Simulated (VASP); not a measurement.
Wanted: the native input for a VASP 6.6.1 run.

* Task: relaxation of cell and atoms
* Functional: PBE
* Potentials or basis: VASP PAW PBE potentials, release 64 (K_sv, Br)
* Cutoff: 600 eV
* k mesh: 8 × 8 × 8
* Occupations: gaussian, width 0.03 eV
* Spin: no spin polarisation
* Further INCAR settings: ALGO = Normal; EDIFF = 1e-07; IBRION = 2; EDIFFG = -0.005; NSW = 90; ISIF = 3

The structure of KBr lies in POSCAR:

```
KBr                                     
1.0
    0.0000000000      3.3513656035      3.3513656035
    3.3513656035      0.0000000000      3.3513656035
    3.3513656035      3.3513656035     -0.0000000000
  K               Br            
     1     1
Direct
     0.0000000000000000    0.0000000000000000    0.0000000000000000
     0.5000000000000000    0.5000000000000000    0.5000000000000000
```

The input as run:

INCAR

```
PREC = Accurate
ENCUT = 600
EDIFF = 1E-7
ISMEAR = 0
SIGMA = 0.03
LREAL = F
LASPH = T
NELM = 80
ALGO = Normal
ISIF = 3
LWAVE = F
LCHARG = F
GGA = PE
IBRION = 2
NSW = 90
EDIFFG = -0.005
```

KPOINTS

```
regular mesh
0
Gamma
  8 8 8
```

Potentials or basis: VASP PAW PBE potentials, release 64 (K_sv, Br).

The run is started by

```console
$ cat potpaw_PBE.64/K_sv/POTCAR potpaw_PBE.64/Br/POTCAR > POTCAR
$ mpirun -np 1 vasp_std > vasp.out
```

Results of the run:

```json
{"Relaxed volume": "37.76 Å³/atom", "Relaxed cell": "a = 4.744 Å, b = 4.744 Å, c = 4.744 Å, α = 60.00°, β = 60.00°, γ = 60.00°", "Space group after relaxing (to 0.05 Å)": "Fm-3m (No. 225)", "Energy gained by relaxing": "0.0 meV/atom", "Ionic steps": "3", "Pressure after relaxing": "0.0 GPa", "Band gap on the k mesh": "4.30 eV, direct"}
```

It took 44 s on 1 thread of AMD EPYC 9R45 96-Core Processor (Zen 5) (shared host), peak memory 0.23 GiB.
